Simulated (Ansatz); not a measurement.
Here is an Ansatz 0.2.0 calculation.

Contents of input:

```
crystal:
  lattice:
    - [-1.59121869, 1.59121869, 1.59121869]
    - [1.59121869, -1.59121869, 1.59121869]
    - [1.59121869, 1.59121869, -1.59121869]
  atoms:
    - { symbol: Al, position: [0.0, 0.0, 0.0] }
hamiltonian:
  xc: r2scanh
  pseudopotentials: { kind: paw }
kpoints:
  mp_grid: { grid: [6, 6, 6] }
scf:
  occupations: { method: fermi_dirac, width: 0.05 }
output:
  forces: true
  stress: true
  eigenvalues: true
  write_density: true
  write_potential: true
  elf: true
  volumetric_format: npy
```

Question: What does it give for the pressure?

Answer: 1.5 GPa.

Question: Estimate the band gap on the k mesh.

Answer: None (metal or under the smearing width).

Caveat: the k mesh is coarse (spacing up to 0.47 Å⁻¹), so the values aren't converged, least of all with exact exchange; the PAW data sets come from PBE, with cores solved anew for the run's functional, which leaves a small shift of forces and pressure; the thresholds are loose for stress.
